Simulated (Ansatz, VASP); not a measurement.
## One calculation of GaN, two programs

```
Ga N
1.0
     0.00000    2.28778    2.28778
     2.35538    0.00000    2.28778
     2.35538    2.28778    0.00000
Ga N
1 1
Direct
  0.00000 0.00000 0.00000
  0.75000 0.75000 0.75000
```

Alike in both runs: task single point; functional PBEsol; k mesh 10 × 10 × 10; occupations gaussian, width 0.02 eV; no spin polarisation.

|  | VASP | Ansatz |
| --- | --- | --- |
| version | VASP 6.6.1 | Ansatz 0.2.0 |
| potentials or method | VASP PAW PBE potentials, release 64 (Ga_d, N) | scalar-relativistic, plane waves, PAW |
| plane-wave cutoff (eV) | 520 | 420 |
| valence electrons in the cell | 18 | 18 |

Ansatz gave:

| Item | Value |
| --- | --- |
| gap on the k mesh at the Fermi level (eV) | 1.15 |
| least direct gap on the mesh (eV) | 1.15 |
| pressure (GPa) | -12.7 |
| largest component of the traceless stress (GPa) | 2.63 |

Problem. What did VASP give for the same quantities?

Solution. gap on the k mesh at the Fermi level (eV): 1.16; least direct gap on the mesh (eV): 1.16; pressure (GPa): -12.8; largest component of the traceless stress (GPa): 2.64.

The functional is the same, so the differences come from potentials, cutoffs and numerics.

Caveats: the PAW data sets were made with another functional, which shifts forces and pressure a little (VASP).
